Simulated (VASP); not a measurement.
**Rh: single point with PBE**

Crystal: Rh.

```
Rh
1.0
     0.00000    1.91480    1.91480
     1.91480    0.00000    1.91480
     1.91480    1.91480    0.00000
Rh
1
Direct
  0.00000 0.00000 0.00000
```

```yaml
Program: VASP 6.6.1
Task: single point
Functional: PBE
Potentials_or_basis: VASP PAW PBE potentials, release 64 (Rh_pv)
Cutoff: 300 eV
k_mesh: 20 × 20 × 20
Occupations: methfessel-paxton, width 0.1 eV
Spin: no spin polarisation
Further_INCAR_settings: ALGO = Normal; EDIFF = 1e-06; NBANDS = 14
```

* Pressure: -0.4 GPa
* Band gap on the k mesh: none (metal or under the smearing width)

Levels at points of the mesh, in eV from the Fermi level:
```
           k point  band 5  band 6  band 7  band 8  band 9  band 10
(0.00, 0.00, 0.00)   -2.98   -2.98   -2.98   -0.97   -0.97    15.99
(0.50, 0.00, 0.00)   -3.06   -3.06    0.54    0.54    0.74     8.41
(0.50, 0.50, 0.00)   -5.77    0.51    0.94    0.94    3.22    11.99
```

Run time: 2.4 s on 4 MPI ranks on Intel(R) Xeon(R) 6975P-C (Granite Rapids) (shared host), peak memory 0.11 GiB a rank.

Caveat: the cutoff is under 1.25 times the usual one of these potentials, so pressure, stress and relaxed cells hold a basis-set (Pulay) error.
